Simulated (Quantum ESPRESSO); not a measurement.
A calculation with Quantum ESPRESSO 7.5 of TaN (native input, structure typed inline):

The input pw.in:

```
&CONTROL
  calculation = 'scf'
  prefix = 'pwscf'
  outdir = './tmp'
  pseudo_dir = './pseudo'
  tprnfor = .true.
  tstress = .true.
  disk_io = 'low'
/
&SYSTEM
  ibrav = 0
  celldm(1) = 8
  nat = 2
  ntyp = 2
  ecutwfc = 56
  ecutrho = 448
  nbnd = 15
  occupations = 'smearing'
  smearing = 'fd'
  degauss = 0.00367493
/
&ELECTRONS
  conv_thr = 4d-10
  electron_maxstep = 120
  mixing_beta = 0.5
/
ATOMIC_SPECIES
Ta   180.9479 ta_pbesol_v1.uspp.F.UPF
N     14.0070 n_pbesol_v1.2.uspp.F.UPF
CELL_PARAMETERS alat
  0.6940019192688   0.0000000000000   0.0000000000000
 -0.3470009596344   0.6010232923575   0.0000000000000
  0.0000000000000   0.0000000000000   0.6810100521620
ATOMIC_POSITIONS crystal
Ta     0.0000000000    0.0000000000    0.5000000000
N      0.6666666667    0.3333333333    0.0000000000
K_POINTS automatic
10 10 9 0 0 0
```

Contents of pp_density.in:

```
&INPUTPP
  prefix = 'pwscf'
  outdir = './tmp'
  filplot = 'density.dat'
  plot_num = 0
/
&PLOT
  nfile = 1
  filepp(1) = 'density.dat'
  iflag = 3
  output_format = 6
  fileout = 'density.cube'
/
```

Contents of pp_potential.in:

```
&INPUTPP
  prefix = 'pwscf'
  outdir = './tmp'
  filplot = 'potential.dat'
  plot_num = 11
/
&PLOT
  nfile = 1
  filepp(1) = 'potential.dat'
  iflag = 3
  output_format = 6
  fileout = 'potential.cube'
/
```

Potentials or basis: GBRV 1.5 PBEsol.

Launch:

```console
$ OMP_NUM_THREADS=1 mpirun -n 2 pw.x -nk 2 -in pw.in > pw.out
$ OMP_NUM_THREADS=1 mpirun -n 1 pp.x -in pp_density.in > pp_density.out
$ OMP_NUM_THREADS=1 mpirun -n 1 pp.x -in pp_potential.in > pp_potential.out
```

Question: Write the same calculation in another form: ASE script, Cartesian positions.

Answer: As run:

Contents of run.py:

```python
import numpy as np
from ase.calculators.espresso import Espresso, EspressoProfile
from ase.io import read

atoms = read('TaN.xyz')

input_data = {
    'control': {'calculation': 'scf', 'prefix': 'pwscf', 'outdir': './tmp', 'tprnfor': True, 'tstress': True, 'disk_io': 'nowf'},
    'system': {'ecutwfc': 56.0, 'ecutrho': 448.0, 'nbnd': 15, 'occupations': 'smearing', 'smearing': 'fd', 'degauss': 0.00367493},
    'electrons': {'conv_thr': 4e-10, 'electron_maxstep': 120, 'mixing_beta': 0.5},
}
pseudopotentials = {'N': 'n_pbesol_v1.2.uspp.F.UPF', 'Ta': 'ta_pbesol_v1.uspp.F.UPF'}
profile = EspressoProfile(command='mpirun -n 2 pw.x -nk 2', pseudo_dir='pseudo')
dft = Espresso(profile=profile, input_data=input_data, pseudopotentials=pseudopotentials, kpts=(10, 10, 9), koffset=(0, 0, 0))
atoms.calc = dft

print(f'energy {atoms.get_potential_energy():.8f} eV')
print('forces (eV/A)')
print(np.round(atoms.get_forces(), 6))
print('stress (eV/A^3, Voigt)')
print(np.round(atoms.get_stress(), 8))
print(f'Fermi level {dft.get_fermi_level():.4f} eV')
```

File TaN.xyz:

```xyz
2
Lattice="2.9380000000 0.0000000000 0.0000000000 -1.4690000000 2.5443826363 0.0000000000 0.0000000000 0.0000000000 2.8830000000" Properties=species:S:1:pos:R:3 pbc="T T T"
Ta     0.0000000000      0.0000000000      1.4415000000
N      1.4690000001      0.8481275453      0.0000000000
```

Potentials or basis: GBRV 1.5 PBEsol.

The run is started by

```sh
$ OMP_NUM_THREADS=1 python run.py
```

Both were run:

|  | native input, structure typed inline | ASE script, Cartesian positions |
| --- | --- | --- |
| Pressure | -4.7 GPa | -4.7 GPa |
| Band gap on the k mesh | none (metal or under the smearing width) | none (metal or under the smearing width) |

Keys that steer only the numerical path or the files written may differ.
